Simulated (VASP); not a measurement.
# ZnS (F-43m) in VASP: further runs

Runs on ZnS. Level: PBE. Tasks: single point.

Everything below comes from runs of VASP 6.6.1. Logs are shortened: lines on timing, memory, paths and dates and some standing lists are left out, and cuts for length are marked.

### 1 The structure

The structure is cubic, space group F-43m (No. 216). Conventional cell: a = 5.404 Å, b = 5.404 Å, c = 5.404 Å, α = 90.00°, β = 90.00°, γ = 90.00°. Around Zn (site symmetry -43m) lie 4 S at 2.34 Å. S (site symmetry -43m) is surrounded by 4 Zn at 2.34 Å.

### 2 Single point, PBE, spin-orbit coupling, no magnetisation

INCAR reads:

```
SYSTEM = ZnS
ALGO = Normal
EDIFF = 1E-7
ENCUT = 650
GGA = PE
GGA_COMPAT = .False.
ISIF = 2
ISMEAR = 0
LASPH = .True.
LCHARG = .False.
LORBIT = 11
LREAL = .False.
LSORBIT = .True.
LWAVE = .False.
MAGMOM = 0 0 0 0 0 0
NBANDS = 34
NELM = 100
PREC = Accurate
SIGMA = 0.02
```

KPOINTS reads:

```
k-points
0
Gamma
  4 4 4
  0 0 0
```

POSCAR reads:

```
ZnS
1.0
    0.0000000000      2.7020000000      2.7020000000
    2.7020000000      0.0000000000      2.7020000000
    2.7020000000      2.7020000000      0.0000000000
Zn S
1 1
Direct
    0.7500000000      0.7500000000      0.7500000000
    0.0000000000      0.0000000000      0.0000000000
```

Potentials or basis: VASP PAW PBE potentials, release 64 (Zn, S).

On the command line:

```
> cat potpaw_PBE.64/Zn/POTCAR potpaw_PBE.64/S/POTCAR > POTCAR
> mpirun -np 1 vasp_ncl > vasp.out
```

OUTCAR:

```text
SYSTEM = ZnS
   EDIFF = 1E-7
   ENCUT = 650
   GGA = PE
   ISIF = 2
   ISMEAR = 0
   LASPH = .True.
   LORBIT = 11
   LREAL = .False.
   LSORBIT = .True.
   NELM = 100
   PREC = Accurate

 Found     10 irreducible k-points:

 Following reciprocal coordinates:
            Coordinates               Weight
  0.000000  0.000000  0.000000      1.000000
  0.250000  0.000000  0.000000      4.000000
 -0.250000  0.000000  0.000000      4.000000
  0.500000  0.000000  0.000000      4.000000
  0.250000  0.250000  0.000000      6.000000
  0.500000  0.250000  0.000000     12.000000
   k-points           NKPTS =     10   k-points in BZ     NKDIM =     10   number of bands    NBANDS=     34
   number of dos      NEDOS =    301   number of ions     NIONS =      2
   total plane-waves  NPLWV =  32768
   dimension x,y,z NGX =    32 NGY =   32 NGZ =   32
   dimension x,y,z NGXF=    64 NGYF=   64 NGZF=   64
   ions per type =               1   1
   NGX,Y,Z   is equivalent  to a cutoff of  13.92, 13.92, 13.92 a.u.
   NGXF,Y,Z  is equivalent  to a cutoff of  27.84, 27.84, 27.84 a.u.
 SYSTEM =  ZnS
   PREC   = accura    normal or accurate (medium, high low for compatibility)
   ISTART =      0    job   : 0-new  1-cont  2-samecut
   ICHARG =      2    charge: 1-file 2-atom 10-const
   ISPIN  =      1    spin polarized calculation?
   LNONCOLLINEAR =      T non collinear calculations
   LSORBIT =      T    spin-orbit coupling
   LASPH  =      T    aspherical Exc in radial PAW
   ENCUT  =  650.0 eV  47.77 Ry    6.91 a.u.   7.94  7.94  7.94*2*pi/ulx,y,z
   NELM   =    100;   NELMIN=  2; NELMDL= -5     # of ELM steps
   EDIFF  = 0.1E-06   stopping-criterion for ELM
   LREAL  =      F    real-space projection
   EDIFFG = 0.1E-05   stopping-criterion for IOM
   NSW    =      0    number of steps for IOM
   IBRION =     -1    ionic relax: 0-MD 1-quasi-New 2-CG
   NFREE  =      0    steps in history (QN), initial steepest desc. (CG)
   ISIF   =      2    stress and relaxation
   ISYM   =      2    0-nonsym 1-usesym 2-fastsym
   POTIM  = 0.5000    time-step for ionic-motion
   TEBEG  =    0.0;   TEEND  =   0.0 temperature during run
   PSTRESS=    0.0 pullay stress
   NELECT =      18.0000    total number of electrons
   NUPDOWN=      -1.0000    fix difference up-down
   EMIN   =  10.00;   EMAX   =-10.00  energy-range for DOS
   EFERMI =   0.00;   METHOD = LEGACY
   ISMEAR =     0;   SIGMA  =   0.02  broadening in eV -4-tet -1-fermi 0-gaus
   EFERMI_NEDOS =   21; number of points for ismear=-14 and -15
   IALGO  =     38    algorithm
   IMIX   =      4    mixing-type and parameters
     AMIX     =   0.40;   BMIX     =  1.00
     AMIX_MAG =   1.60;   BMIX_MAG =  1.00
  volume/ion in A,a.u.               =      19.73       133.12
  Fermi-wavevector in a.u.,A,eV,Ry     =   1.260290  2.381602 21.610537  1.588330
  Thomas-Fermi vector in A             =   2.393807
   LORBIT       =     11    0 simple, 1 ext, 2 COOP (PROOUT), +10 PAW based schemes
   GGA     = PE    functional components
   LHFCALC =     F    Hartree Fock is set to
   AEXX    =    0.0000 exact exchange contribution
   IVDW    =     0    specifies the selected vdW correction
   LEPSILON=     F    determine dielectric tensor
   LRPA    =     F    only Hartree local field effects (RPA)
 Gauss-broadening in eV      SIGMA  =   0.02
  energy-cutoff  :      650.00
  volume of cell :       39.45
 maximum number of plane-waves:      3048
   NGX = 15   NGY = 15   NGZ = 15

 number of electron      17.9999998 magnetization       0.0000000      0.0000000      0.0000000

 number of electron      17.9999998 magnetization      -0.0000000     -0.0000000     -0.0000000

 number of electron      17.9999998 magnetization       0.0000000      0.0000000     -0.0000000

 number of electron      17.9999998 magnetization      -0.0000000      0.0000000     -0.0000000

 Free energy of the ion-electron system (eV)
  ---------------------------------------------------
  ext. energy  EPLUGINS =         0.00000000
  ---------------------------------------------------
  free energy    TOTEN  =        -6.80542389 eV

  energy without entropy =       -6.80542389  energy(sigma->0) =       -6.80542389

 E-fermi :   2.2967     XC(G=0):  -9.6192

 val. band max:        2.1519428121   @ k =   0.0000   0.0000   0.0000
 cond. band min:       4.2369026157   @ k =   0.0000   0.0000   0.0000
 fundamental gap:      2.0849598036
 Fermi energy:         2.2966594678

 k-point     1 :       0.0000    0.0000    0.0000
  band No.  band energies     occupation
      1     -11.0069      1.00000
      2     -11.0069      1.00000
      3      -4.3335      1.00000
      4      -4.3335      1.00000
      5      -4.3335      1.00000
      6      -4.3335      1.00000
[... 22 lines left out ...]
     29      13.8818      0.00000
     30      13.8818      0.00000

 k-point     2 :       0.2500    0.0000    0.0000
  band No.  band energies     occupation
      1     -10.5841      1.00000
      2     -10.5841      1.00000
      3      -4.3120      1.00000
      4      -4.2706      1.00000
      5      -4.2595      1.00000
      6      -4.2595      1.00000
[... 22 lines left out ...]
     29      13.0876      0.00000
     30      13.1039      0.00000

 k-point     3 :      -0.2500    0.0000    0.0000
  band No.  band energies     occupation
      1     -10.5841      1.00000
      2     -10.5841      1.00000
      3      -4.3120      1.00000
      4      -4.2706      1.00000
      5      -4.2595      1.00000
      6      -4.2595      1.00000
[... 22 lines left out ...]
     29      13.0876      0.00000
     30      13.1039      0.00000

 k-point     4 :       0.5000    0.0000    0.0000
  band No.  band energies     occupation
      1     -10.0770      1.00000
      2     -10.0770      1.00000
      3      -4.2650      1.00000
      4      -4.2650      1.00000
      5      -4.0133      1.00000
      6      -4.0133      1.00000
[... 22 lines left out ...]
     29      15.5178      0.00000
     30      15.5178      0.00000

 k-point     5 :       0.2500    0.2500    0.0000
  band No.  band energies     occupation
      1     -10.4425      1.00000
      2     -10.4425      1.00000
      3      -4.3428      1.00000
      4      -4.3428      1.00000
      5      -4.1928      1.00000
      6      -4.1928      1.00000
[... 22 lines left out ...]
     29      14.6524      0.00000
     30      14.6524      0.00000

 k-point     6 :       0.5000    0.2500    0.0000
  band No.  band energies     occupation
      1      -9.9336      1.00000
      2      -9.9317      1.00000
      3      -4.2691      1.00000
      4      -4.1939      1.00000
      5      -4.0815      1.00000
      6      -3.9492      1.00000
[... 22 lines left out ...]
     29      15.6479      0.00000
     30      15.6517      0.00000

 [... further k-points ...]

 [bands above 30 left out]

------------------------ aborting loop because EDIFF is reached ----------------------------------------

  FORCE on cell =-STRESS in cart. coord.  units (eV):
  Direction    XX          YY          ZZ          XY          YZ          ZX
  --------------------------------------------------------------------------------------
  -------------------------------------------------------------------------------------
  Total        0.5075653      0.5075653      0.5075653     -0.0000000     -0.0000000     -0.0000000
  in kB       20.6118279     20.6118279     20.6118279     -0.0000000     -0.0000000     -0.0000000
  external PRESSURE =      20.6118279 kB  Pullay stress =       0.0000000 kB

 VOLUME and BASIS-vectors are now :
 -----------------------------------------------------------------------------
  energy-cutoff  :      650.00
  volume of cell :       39.45
      direct lattice vectors                 reciprocal lattice vectors
     0.000000000  2.702000000  2.702000000    -0.185048113  0.185048113  0.185048113
     2.702000000  0.000000000  2.702000000     0.185048113 -0.185048113  0.185048113
     2.702000000  2.702000000  0.000000000     0.185048113  0.185048113 -0.185048113

 POSITION                                       TOTAL-FORCE (eV/Angst)
 -----------------------------------------------------------------------------------
      4.05300      4.05300      4.05300        -0.000000      0.000000      0.000000
      0.00000      0.00000      0.00000         0.000000     -0.000000     -0.000000
 -----------------------------------------------------------------------------------
    total drift:                                0.000000      0.000000      0.000000

  FREE ENERGIE OF THE ION-ELECTRON SYSTEM (eV)
  ---------------------------------------------------
  free  energy   TOTEN  =        -6.8054238863 eV

  energy  without entropy=       -6.8054238863  energy(sigma->0) =       -6.80542389

 Spin-Orbit-Coupling matrix elements

 Ion:    1  E_soc:     -0.0083773
 l=   1
     0.0000000    -0.0004112    -0.0004112
    -0.0004112     0.0000000    -0.0004112
    -0.0004112    -0.0004112     0.0000000
 l=   2
     0.0000000    -0.0002013     0.0000000    -0.0002013    -0.0007837
    -0.0002013     0.0000000    -0.0005878    -0.0002013    -0.0001959
     0.0000000    -0.0005878     0.0000000    -0.0005878     0.0000000
    -0.0002013    -0.0002013    -0.0005878     0.0000000    -0.0001959
    -0.0007837    -0.0001959     0.0000000    -0.0001959     0.0000000
 l=   3
     0.0000000     0.0000000     0.0000000     0.0000000     0.0000000     0.0000000     0.0000000
     0.0000000     0.0000000     0.0000000     0.0000000     0.0000000     0.0000000     0.0000000
     0.0000000     0.0000000     0.0000000     0.0000000     0.0000000     0.0000000     0.0000000
     0.0000000     0.0000000     0.0000000     0.0000000     0.0000000     0.0000000     0.0000000
     0.0000000     0.0000000     0.0000000     0.0000000     0.0000000     0.0000000     0.0000000
     0.0000000     0.0000000     0.0000000     0.0000000     0.0000000     0.0000000     0.0000000
     0.0000000     0.0000000     0.0000000     0.0000000     0.0000000     0.0000000     0.0000000

 Ion:    2  E_soc:     -0.0017607
 l=   1
     0.0000000    -0.0002935    -0.0002935
    -0.0002935     0.0000000    -0.0002935
    -0.0002935    -0.0002935     0.0000000
 l=   2
     0.0000000     0.0000000     0.0000000     0.0000000     0.0000000
     0.0000000     0.0000000     0.0000000     0.0000000     0.0000000
     0.0000000     0.0000000     0.0000000     0.0000000     0.0000000
     0.0000000     0.0000000     0.0000000     0.0000000     0.0000000
     0.0000000     0.0000000     0.0000000     0.0000000     0.0000000
 l=   3
     0.0000000     0.0000000     0.0000000     0.0000000     0.0000000     0.0000000     0.0000000
     0.0000000     0.0000000     0.0000000     0.0000000     0.0000000     0.0000000     0.0000000
     0.0000000     0.0000000     0.0000000     0.0000000     0.0000000     0.0000000     0.0000000
     0.0000000     0.0000000     0.0000000     0.0000000     0.0000000     0.0000000     0.0000000
     0.0000000     0.0000000     0.0000000     0.0000000     0.0000000     0.0000000     0.0000000
     0.0000000     0.0000000     0.0000000     0.0000000     0.0000000     0.0000000     0.0000000
     0.0000000     0.0000000     0.0000000     0.0000000     0.0000000     0.0000000     0.0000000

 total charge

# of ion       s       p       d       tot
------------------------------------------
    1        0.515   0.477   9.802  10.794
    2        1.310   2.448   0.000   3.758
--------------------------------------------------
tot          1.825   2.925   9.802  14.552

 magnetization (x)

# of ion       s       p       d       tot
------------------------------------------
    1        0.000   0.000   0.000   0.000
    2        0.000   0.000   0.000   0.000
--------------------------------------------------
tot          0.000   0.000   0.000   0.000

 magnetization (y)

# of ion       s       p       d       tot
------------------------------------------
    1       -0.000   0.000   0.000   0.000
    2       -0.000  -0.000   0.000  -0.000
--------------------------------------------------
tot         -0.000  -0.000   0.000  -0.000

 magnetization (z)

# of ion       s       p       d       tot
------------------------------------------
    1        0.000   0.000   0.000   0.000
    2        0.000  -0.000   0.000  -0.000
--------------------------------------------------
tot          0.000   0.000   0.000   0.000
```

Run time: 19 s. Hardware: 1 thread of AMD EPYC 9R45 (Zen 5), shared host; peak memory 0.28 GiB.

These settings aren't checked as converged: the numbers below hold their error.

What came out:

* Free energy: -6.8054 eV
* Pressure: 2.1 GPa
* Valence electrons inside the program's atomic spheres: Zn 10.79; S 3.76

Caveat: the k mesh is coarse (spacing up to 0.50 Å⁻¹), so the values aren't converged.

(Part 1 of 3 ends here.)
